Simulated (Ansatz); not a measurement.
Input of an Ansatz 0.2.0 run:

File input.yaml:

```yaml
crystal:
  lattice:
    - [-1.443, 1.443, 1.443]
    - [1.443, -1.443, 1.443]
    - [1.443, 1.443, -1.443]
  atoms:
    - { symbol: Fe, position: [0.0, 0.0, 0.0], spin: 3.0 }
kpoints:
  mp_grid: { grid: [13, 13, 13] }
scf:
  occupations: { method: gaussian, width: 0.013 }
hamiltonian:
  xc: pbe
  pseudopotentials: { kind: all_electron, lapw: { basis_error: 0.001 } }
magnetization:
  spin_polarized: true
output:
  forces: true
  stress: true
  eigenvalues: true
```

Potentials or basis: all-electron LAPW, scalar-relativistic.

Launch:

```bash
$ ansatz run input.yaml --threads 2 --pin off --max-ram 6144MiB --backend cpu --events-out ev --progress --plain --runs-dir out
```

Question: What does it give for the pressure?

Answer: -9.8 GPa.

Question: Estimate the net moment.

Answer: 2.24 μB per cell.

Question: Predict the absolute moment.

Answer: 2.38 μB per cell.

Question: Estimate the band gap on the k mesh.

Answer: None (metal or under the smearing width).
